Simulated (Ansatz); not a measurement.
**Rb under changes of volume**

One of the cells (95.352 Å³/atom); the others are scaled copies at fixed shape and fractional positions:

```
CELL_PARAMETERS angstrom
-2.95451 2.95451 2.73085
2.95451 -2.95451 2.73085
2.95451 2.95451 -2.73085
ATOMIC_POSITIONS crystal
Rb 0.00000 0.00000 0.00000
```

This isn't the form of Rb at room conditions, which is bcc.

* Program: Ansatz 0.2.0
* Functional: PBE
* Dispersion: D3(BJ)-ATM
* Potentials or basis: Ansatz PAW
* Cutoff: 420 eV (not typed: the program's choice for these potentials)
* k mesh: 7 × 7 × 7
* Occupations: fermi-dirac, width 0.05 eV
* Spin: spin-orbit coupling, no magnetisation

```tsv
volume (Å³/atom)	energy over the lowest point (meV/atom)	pressure (GPa)
89.631	0.00	-0.1
91.538	1.94	-0.2
93.445	4.49	-0.2
95.352	?	?
97.259	11.16	-0.3
99.166	15.19	-0.4
101.073	19.62	-0.4
```

Task: What does the run at 95.352 Å³/atom give?

Result: Energy over the lowest point 7.58 meV/atom; pressure -0.3 GPa.

Worked out: A Birch-Murnaghan fit of order 3 (a polynomial in V^(-2/3)) to the other rows has no minimum within the range. It gives 7.58 meV/atom at 95.352 Å³/atom, against the run's 7.58, and -dE/dV = -0.3 GPa, against -0.3.

Energies are extrapolated to zero smearing.

Caveats: pairwise dispersion overbinds metals, which lowers pressure and volume.
